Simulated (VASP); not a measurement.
# AlN (F-43m) in VASP: convergence with k mesh

Aim: find how far k mesh must go before the results for AlN settle, at PBE. This setting moves, with any that are tied to it; all else stays.

Program: VASP 6.6.1. These are calculated values, not measurements. Logs are shortened: lines on timing, memory, paths and dates and some standing lists are left out, and cuts for length are marked.

**1. The structure**

Symmetry: F-43m, No. 216, cubic system. The conventional cell has a = 4.368 Å, b = 4.368 Å, c = 4.368 Å, α = 90.00°, β = 90.00°, γ = 90.00°. Al (site symmetry -43m) is surrounded by 4 N at 1.89 Å. N (site symmetry -43m) has 4 Al at 1.89 Å as nearest neighbours.

Measurements of this composition are mostly on another form, of space group No. 186.

**2. With k mesh 2 × 2 × 2**

File POSCAR:

```
AlN
1.0
    0.0000000000      2.1839935596      2.1839935596
    2.1839935596      0.0000000000      2.1839935596
    2.1839935596      2.1839935596      0.0000000000
Al N
1 1
Direct
    0.0000000000      0.0000000000      0.0000000000
    0.2500000000      0.2500000000      0.2500000000
```

File INCAR.step1:

```
PREC = Accurate
ENCUT = 450
EDIFF = 1E-8
ISMEAR = 0
SIGMA = 0.01
LREAL = F
LASPH = T
NELM = 60
ALGO = Normal
LWAVE = T
LCHARG = F
GGA = PE
```

File INCAR.step2:

```
PREC = Accurate
ENCUT = 450
EDIFF = 1E-8
ISMEAR = 0
SIGMA = 0.01
LREAL = F
LASPH = T
NELM = 1
ALGO = Exact
LWAVE = T
LCHARG = F
GGA = PE
NBANDS = 104
LOPTICS = T
ISTART = 1
```

File INCAR.step3:

```
PREC = Accurate
ENCUT = 450
EDIFF = 1E-8
ISMEAR = 0
SIGMA = 0.01
LREAL = F
LASPH = T
ALGO = EVGW0
LWAVE = F
LCHARG = F
GGA = PE
NELMGW = 1
NBANDS = 104
ENCUTGW = 120
NOMEGA = 48
PRECFOCK = Fast
ISTART = 1
NBANDSGW = 12
```

File KPOINTS:

```
regular mesh
0
Gamma
  2 2 2
```

Potentials or basis: VASP PAW PBE potentials, release 64 (Al_GW, N_GW).

The run is started by

```console
> cat potpaw_PBE.64/Al_GW/POTCAR potpaw_PBE.64/N_GW/POTCAR > POTCAR
> cp INCAR.step1 INCAR
> mpirun -np 1 vasp_std > vasp.out
> cp INCAR.step2 INCAR
> mpirun -np 1 vasp_std > vasp.out
> cp INCAR.step3 INCAR
> mpirun -np 1 vasp_std > vasp.out
```

OUTCAR:

```text
PREC = Accurate
   ENCUT = 450
   EDIFF = 1E-8
   ISMEAR = 0
   LREAL = F
   LASPH = T
   GGA = PE
   NELMGW = 1
   ENCUTGW = 120
   PRECFOCK = Fast
   ISTART = 1

 Found      3 irreducible k-points:

 Following reciprocal coordinates:
            Coordinates               Weight
  0.000000  0.000000  0.000000      1.000000
  0.500000  0.000000  0.000000      4.000000
  0.500000  0.500000  0.000000      3.000000
   k-points           NKPTS =      3   k-points in BZ     NKDIM =      8   number of bands    NBANDS=    104
   number of dos      NEDOS =    301   number of ions     NIONS =      2
   total plane-waves  NPLWV =  13824
   dimension x,y,z NGX =    24 NGY =   24 NGZ =   24
   dimension x,y,z NGXF=    48 NGYF=   48 NGZF=   48
   ions per type =               1   1
   NGX,Y,Z   is equivalent  to a cutoff of  12.92, 12.92, 12.92 a.u.
   NGXF,Y,Z  is equivalent  to a cutoff of  25.84, 25.84, 25.84 a.u.
 SYSTEM =  unknown system
   PREC   = accura    normal or accurate (medium, high low for compatibility)
   ISTART =      1    job   : 0-new  1-cont  2-samecut
   ICHARG =      0    charge: 1-file 2-atom 10-const
   ISPIN  =      1    spin polarized calculation?
   LNONCOLLINEAR =      F non collinear calculations
   LSORBIT =      F    spin-orbit coupling
   LASPH  =      T    aspherical Exc in radial PAW
   ENCUT  =  450.0 eV  33.07 Ry    5.75 a.u.   5.34  5.34  5.34*2*pi/ulx,y,z
   NELM   =     60;   NELMIN=  2; NELMDL=  0     # of ELM steps
[... 35 lines left out ...]
   ENCUTFOCK=  -1.0 apply spherical cutoff to Coloumb kernel
   IVDW    =     0    specifies the selected vdW correction
   LEPSILON=     F    determine dielectric tensor
   LRPA    =     F    only Hartree local field effects (RPA)
   LRPAFORCE           =     F    calculate RPA forces
   ENCUTGW             = 120.0    cutoff for response function in eV
   ENCUTGWSOFT         =  96.0    soft cutoff for Coulomb kernel in GW response function in eV
   ENCUTLF             =  -1.0    cutoff for local field effects
   NELMGW              =     1    number of iterations in solving QP/BSE equation
   NELMHF              =     1    number of iterations in the inner HF iteration
   NKREDLFX            =     1    NKREDLFY  =   1   NKREDLFZ  =   1
 non-spin polarized calculation
 Gauss-broadening in eV      SIGMA  =   0.01
  energy-cutoff  :      450.00
  volume of cell :       20.83
 maximum number of plane-waves:       464
 NGX is ok and might be reduce to    24
  NGX = 12; NGY = 12; NGZ = 12
   NGX = 11   NGY = 11   NGZ = 11
 maximum number of plane-waves:        70

 QP shifts <psi_nk| G(iteration)W_0 |psi_nk>: iteration 1
 for sc-GW calculations column KS-energies equals QP-energies in previous step
 and V_xc(KS)=  KS-energies - (<T + V_ion + V_H > + <T+V_H+V_ion>^1  + <V_x>^1)

 k-point   1 :       0.0000    0.0000    0.0000
  band No.  KS-energies  QP-energies   sigma(KS)   V_xc(KS)     V^pw_x(r,r')   Z            occupation Imag(sigma)

      1      -9.6158     -11.2363     -17.0266     -14.6378     -24.4613       0.6783       2.0000       1.0777
      2       5.5076       4.8032     -17.6308     -16.7191     -21.7206       0.7726       2.0000       0.1613
      3       5.5076       4.8032     -17.6308     -16.7191     -21.7206       0.7726       2.0000       0.1613
      4       5.5076       4.8032     -17.6308     -16.7191     -21.7206       0.7726       2.0000       0.1613
      5       9.5064       9.9637     -11.8153     -12.3993      -6.7144       0.7830       0.0000      -0.1440
      6      17.5793      18.1423      -9.4496     -10.1687      -3.6980       0.7829       0.0000      -0.1861
      7      17.5793      18.1423      -9.4496     -10.1687      -3.6980       0.7829       0.0000      -0.1861
      8      17.5793      18.1423      -9.4496     -10.1687      -3.6980       0.7829       0.0000      -0.1861
      9      22.7118      23.3579      -9.5466     -10.3799      -3.5837       0.7752       0.0000      -0.2380
     10      22.7118      23.3579      -9.5466     -10.3799      -3.5837       0.7752       0.0000      -0.2380
     11      24.1554      24.3032      -9.2223      -9.4106      -2.4650       0.7848       0.0000      -0.8012
     12      24.1554      24.3032      -9.2223      -9.4106      -2.4650       0.7848       0.0000      -0.8012
[... 20 lines left out ...]
      1      -6.7969      -8.2584     -18.7129     -16.7582     -26.0645       0.7477       2.0000       1.0671
      2       0.3667      -0.7928     -14.7291     -13.2093     -18.9430       0.7629       2.0000       0.2060
      3       3.6219       2.6983     -16.3853     -15.1799     -20.5097       0.7663       2.0000       0.1656
      4       3.6219       2.6983     -16.3853     -15.1799     -20.5097       0.7663       2.0000       0.1656
      5       8.3839       8.4146      -8.9447      -8.9833      -3.9029       0.7947       0.0000      -0.1448
      6      13.6634      13.9714      -9.0906      -9.4787      -3.7709       0.7936       0.0000      -0.1598
      7      19.4214      20.5019     -13.5419     -14.9682      -7.3362       0.7575       0.0000      -0.3466
      8      20.9633      21.6668     -11.2646     -12.1979      -4.6029       0.7538       0.0000      -0.4787
      9      20.9633      21.6668     -11.2646     -12.1979      -4.6029       0.7538       0.0000      -0.4787
     10      28.6985      29.4634     -11.1008     -12.1197      -3.8638       0.7506       0.0000      -0.8327
     11      28.9612      29.6008      -8.9030      -9.6718      -1.9017       0.8318       0.0000      -0.9666
     12      31.4737      32.7301     -10.6697     -12.2895      -4.2023       0.7757       0.0000      -0.5023
```

Run time: 4.8 s. Hardware: 1 thread of Intel Xeon 6975P-C (Granite Rapids), shared host; peak memory 0.14 GiB.

Results:

```yaml
Band_gap_on_the_k_mesh_mean-field_level: 2.88 eV, indirect (least direct gap 4.00 eV)
Quasiparticle_gap: 3.61 eV
Least_direct_quasiparticle_gap: 5.16 eV
```

**3. With k mesh 3 × 3 × 3**

POSCAR is that of step 2.

INCAR.step1 is that of step 2.

INCAR.step2 is that of step 2.

INCAR.step3 is that of step 2.

File KPOINTS:

```
regular mesh
0
Gamma
  3 3 3
```

Potentials or basis: VASP PAW PBE potentials, release 64 (Al_GW, N_GW).

The run is started by

```console
> cat potpaw_PBE.64/Al_GW/POTCAR potpaw_PBE.64/N_GW/POTCAR > POTCAR
> cp INCAR.step1 INCAR
> mpirun -np 1 vasp_std > vasp.out
> cp INCAR.step2 INCAR
> mpirun -np 1 vasp_std > vasp.out
> cp INCAR.step3 INCAR
> mpirun -np 1 vasp_std > vasp.out
```

Wall time 7.3 s (1 thread of Intel Xeon 6975P-C (Granite Rapids), shared host); peak memory 0.14 GiB.

What came out:

```yaml
Band_gap_on_the_k_mesh_mean-field_level: 4.14 eV, direct
Quasiparticle_gap: 5.60 eV
Least_direct_quasiparticle_gap: 5.60 eV
```

**4. With k mesh 4 × 4 × 4**

POSCAR is that of step 3.

INCAR.step1 is that of step 3.

INCAR.step2 is that of step 3.

INCAR.step3 is that of step 3.

File KPOINTS:

```
regular mesh
0
Gamma
  4 4 4
```

The run is started by

```console
> cat potpaw_PBE.64/Al_GW/POTCAR potpaw_PBE.64/N_GW/POTCAR > POTCAR
> cp INCAR.step1 INCAR
> mpirun -np 1 vasp_std > vasp.out
> cp INCAR.step2 INCAR
> mpirun -np 1 vasp_std > vasp.out
> cp INCAR.step3 INCAR
> mpirun -np 1 vasp_std > vasp.out
```

It took 19 s on 1 thread of Intel Xeon 6975P-C (Granite Rapids), shared host; peak memory 0.18 GiB.

What came out:

| Quantity | Value |
| --- | --- |
| Band gap on the k mesh, mean-field level | 3.29 eV, indirect (least direct gap 4.17 eV) |
| Quasiparticle gap | 4.51 eV |
| Least direct quasiparticle gap | 5.71 eV |

**5. With k mesh 5 × 5 × 5**

POSCAR is that of step 4.

INCAR.step1 is that of step 4.

INCAR.step2 is that of step 4.

INCAR.step3 is that of step 4.

File KPOINTS:

```
regular mesh
0
Gamma
  5 5 5
```

The run is started by

```console
> cat potpaw_PBE.64/Al_GW/POTCAR potpaw_PBE.64/N_GW/POTCAR > POTCAR
> cp INCAR.step1 INCAR
> mpirun -np 1 vasp_std > vasp.out
> cp INCAR.step2 INCAR
> mpirun -np 1 vasp_std > vasp.out
> cp INCAR.step3 INCAR
> mpirun -np 1 vasp_std > vasp.out
```

It took 40 s on 1 thread of Intel Xeon 6975P-C (Granite Rapids), shared host; peak memory 0.25 GiB.

Results:

```
Band gap on the k mesh, mean-field level : 3.89 eV, indirect (least direct gap 4.18 eV)
Quasiparticle gap                        : 5.17 eV
Least direct quasiparticle gap           : 5.73 eV
```

**6. With k mesh 6 × 6 × 6**

POSCAR is that of step 5.

INCAR.step1 is that of step 5.

INCAR.step2 is that of step 5.

INCAR.step3 is that of step 5.

File KPOINTS:

```
regular mesh
0
Gamma
  6 6 6
```

Potentials or basis: VASP PAW PBE potentials, release 64 (Al_GW, N_GW).

The run is started by

```console
> cat potpaw_PBE.64/Al_GW/POTCAR potpaw_PBE.64/N_GW/POTCAR > POTCAR
> cp INCAR.step1 INCAR
> mpirun -np 1 vasp_std > vasp.out
> cp INCAR.step2 INCAR
> mpirun -np 1 vasp_std > vasp.out
> cp INCAR.step3 INCAR
> mpirun -np 1 vasp_std > vasp.out
```

It took 99 s on 1 thread of Intel Xeon 6975P-C (Granite Rapids), shared host; peak memory 0.37 GiB.

Results (log left out):

```
Band gap on the k mesh, mean-field level : 3.31 eV, indirect (least direct gap 4.19 eV)
Quasiparticle gap                        : 4.56 eV
Least direct quasiparticle gap           : 5.73 eV
```

**7. The series at a glance**

```tsv
k mesh	gap on the mesh (eV)	quasiparticle gap at the points computed (eV)	CPU time (s)	peak memory (GiB)
2 × 2 × 2	2.876	3.611	3.8	0.14
3 × 3 × 3	4.138	5.605	6.3	0.14
4 × 4 × 4	3.286	4.507	18	0.18
5 × 5 × 5	3.887	5.174	38	0.25
6 × 6 × 6	3.310	4.560	98	0.37
```

Not settled before the last step: the gap on the mesh (to 0.01 eV), the quasiparticle gap at the points computed (to 0.05 eV). Meshes of other sizes hit other points, so gaps and Fermi surfaces needn't settle smoothly. The tightest run that finished is the yardstick and may itself not be fully converged.

Caveats: bands, screening cutoff and mesh are small and nothing is extrapolated, so the quasiparticle values aren't converged.
